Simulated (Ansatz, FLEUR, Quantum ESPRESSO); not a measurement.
# TiC: 4 runs at one level of theory

```xyz
2
Lattice="0.0000 2.1657 2.1657 2.1657 0.0000 2.1657 2.1657 2.1657 0.0000" Properties=species:S:1:pos:R:3 pbc="T T T"
Ti    0.0000    0.0000    0.0000
C     2.1657    2.1657    2.1657
```

The cell is a database's computed one, not the measured one.

Alike in all runs: task equation of state; functional PBEsol; k mesh 11 × 11 × 11; occupations fermi-dirac, width 0.05 eV; no spin polarisation; no spin-orbit coupling.

```tsv
program and potentials	plane-wave cutoff (eV)	notes	equilibrium volume (Å³/atom)	bulk modulus (GPa)
Ansatz, PseudoDojo PBEsol stringent	1143	-	9.90	267.9
FLEUR, all-electron, FLAPW	-	-	9.89	267.9
Ansatz, all-electron LAPW, scalar-relativistic	-	-	9.89	267.9
Quantum ESPRESSO, PseudoDojo 0.4.1 SR PBEsol standard	1143	-	9.90	267.9
```

The equilibrium volume spans 9.89 (Ansatz, all-electron LAPW, scalar-relativistic) to 9.90 Å³/atom (Quantum ESPRESSO, PseudoDojo 0.4.1 SR PBEsol standard), with all-electron results at 9.89. All agree on the bulk modulus.

The functional is the same throughout but for its coding, so the spread measures potentials, basis and numerics; runs on potential files found faulty are left out.
